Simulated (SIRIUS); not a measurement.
A run of SIRIUS 7.10.0:

Contents of sirius.json:

```json
{
  "control": {
    "processing_unit": "cpu",
    "verbosity": 2,
    "num_bands_to_print": 27,
    "print_forces": true,
    "print_stress": true
  },
  "parameters": {
    "electronic_structure_method": "pseudopotential",
    "xc_functionals": ["XC_GGA_X_PBE", "XC_GGA_C_PBE"],
    "gk_cutoff": 9.2,
    "pw_cutoff": 18.4,
    "ngridk": [10, 10, 6],
    "shiftk": [0, 0, 0],
    "smearing": "fermi_dirac",
    "smearing_width": 0.0018374661,
    "num_bands": 27,
    "num_mag_dims": 0,
    "num_dft_iter": 100,
    "energy_tol": 1e-08,
    "density_tol": 1e-06
  },
  "iterative_solver": {
    "type": "davidson",
    "min_tolerance": 1e-09,
    "tolerance_scale": [0.1, 0.25]
  },
  "mixer": {
    "type": "anderson",
    "beta": 0.7,
    "max_history": 8
  },
  "settings": {
    "tol_ne": 1e-10,
    "pseudo_grid_cutoff": 6.5
  },
  "unit_cell": {
    "lattice_vectors": [
      [5.759888704955, 0.0, 0.0],
      [-2.879944352478, 4.988209952382, 0.0],
      [0.0, 0.0, 9.29367266517]
    ],
    "atom_coordinate_units": "lattice",
    "atom_types": ["Ta", "N"],
    "atom_files": {
      "Ta": "Ta.json",
      "N": "N.json"
    },
    "atoms": {
      "Ta": [
        [0.0, 0.0, 0.0],
        [0.0, 0.0, 0.5]
      ],
      "N": [
        [0.3333333333, 0.6666666667, 0.25],
        [0.6666666667, 0.3333333333, 0.75]
      ]
    }
  }
}
```

Potentials or basis: PseudoDojo 0.4.1 PBE standard (scalar relativistic).

Run with:

```sh
$ upf_to_json Ta.upf
$ upf_to_json N.upf
$ OMP_NUM_THREADS=1 sirius.scf --input=sirius.json --output=out.json --task=0
```

Hardware: 1 thread of Arm Neoverse V1, on a shared host.

Task: How long does it take, and how much memory?

Result: It took 2.5 min on 1 thread of Arm Neoverse V1 (shared host), peak memory 0.68 GiB. Counts: scf iterations 12, k points 56, plane waves 3501, bands 27.
